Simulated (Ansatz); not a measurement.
Computed with Ansatz on PBE0-D4/def2-TZVP structures; ΔE is electronic, products minus reactants. CCSD(T)/CBS adds triple-zeta CCSD(T) − MP2 to the extrapolated MP2 energy (def2 sets, frozen cores). This one scheme is used for every species. Double bonds are as drawn, so ΔE can hold a change between cis and trans. Functionals use def2-TZVPP. HSE06 is defined as in plane-wave codes. One conformer a species, not always the lowest.

Consider the substitution at a C–C bond: `FC/C(F)=C\C(F)(F)F` + H–F → `F/C=C(\F)CF` + `FC(F)F`.

| level | ΔE (kJ/mol) |
| --- | --- |
| LDA (SPW92) | 62.9 |
| B97M-V | 57.0 |
| r2SCAN0 | 58.2 |
| HSE06 | 53.0 |
| MP2/def2-SVP | 62.8 |
| MP2/def2-TZVPP | 72.9 |
| CCSD/def2-TZVPP | 60.5 |
| HF/def2-QZVPP | 35.9 |

Question: What does CCSD(T)/CBS give? (Estimate.)

Answer: The calculation gave: +68.5 kJ/mol. The listed levels differ from it by -5.6, -11.5, -10.3, -15.5, -5.7, 4.4, -8.0, -32.6 kJ/mol.

Largest T1 diagnostic among the species: 0.012.

At CCSD(T), def2-SVP lies −13.7 kJ/mol from the extrapolated value and def2-TZVPP −4.1 kJ/mol. Leaving LDA and LC-ωPBE aside and taking each functional with its dispersion term where it has one, the values, not all of them listed here, spread over 10.2 kJ/mol, from BLYP-D4 to PBE-QIDH. LDA lies +12.8 kJ/mol from PBE without D4.

CCSD(T)/CBS has its own doubt, a few kJ/mol and more with outer-core shells, so smaller differences from it don't rank the levels.
